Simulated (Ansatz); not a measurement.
CuO: why energy differences converge before total energies

Level of theory: Ansatz 0.2.0, DFT PBEsol, scalar-relativistic, plane waves, PAW.

```xyz
4
Lattice="2.3447 -1.7134 0.0000 2.3447 1.7134 0.0000 -0.8606 0.0000 5.0594" Properties=species:S:1:pos:R:3 pbc="T T T"
Cu    1.1723    0.8457    0.0000
Cu    0.7421   -0.8457    2.5297
O     2.0724   -0.2841    1.2836
O     1.6421    0.2841    3.8133
```

```
Γ-centred k-mesh : 16×16×8
occupation rule  : Gaussian smearing, 0.1 eV
spin treatment   : unpolarised
```

A second cell has all atoms moved and the lattice slightly strained:

```yaml
crystal:
  lattice:
    - [2.34044, -1.71078, -0.02293]
    - [2.31974, 1.68246, -0.01014]
    - [-0.89088, 0.02409, 5.07863]
  atoms:
    - { symbol: Cu, position: [0.99173, 0.49395, 0.99449] }
    - { symbol: Cu, position: [0.49091, 0.98042, 0.49879] }
    - { symbol: O, position: [0.57340, 0.39839, 0.25770] }
    - { symbol: O, position: [0.39187, 0.56104, 0.73971] }
```

It ran on a 10×10×6 mesh, another than the first cell's, which shifts the difference by nearly the same amount at every cutoff. Both were run at several values of the cutoff; energies per atom at zero smearing, errors against the largest value (600 eV), which isn't proved converged itself.

```tsv
cutoff	error, first cell (meV)	error, second cell (meV)
200 eV	10726.99	10747.49
250 eV	2099.28	2098.30
300 eV	369.86	369.54
350 eV	60.40	60.19
420 eV	5.16	5.17
```

Problem. At the largest value the second cell lies 1.96 meV/atom above the first. What is the error of that difference at each value, and where does each quantity come within 1 meV/atom?

Solution. The error of the difference is the second cell's error less the first's:
```
cutoff difference (meV) its error (meV)
200 eV             22.47            20.51
250 eV              0.98            -0.98
300 eV              1.64            -0.32
350 eV              1.74            -0.22
420 eV              1.97             0.01
```

No value below the largest brings the first cell's total energy within 1 meV/atom, while the difference is there from 250 eV on. Most of the error cancels, by a factor of about 523 in the median. A missing short wave mostly misdescribes the region near each nucleus, which both cells share; what doesn't cancel comes largely from the change of volume and bonding.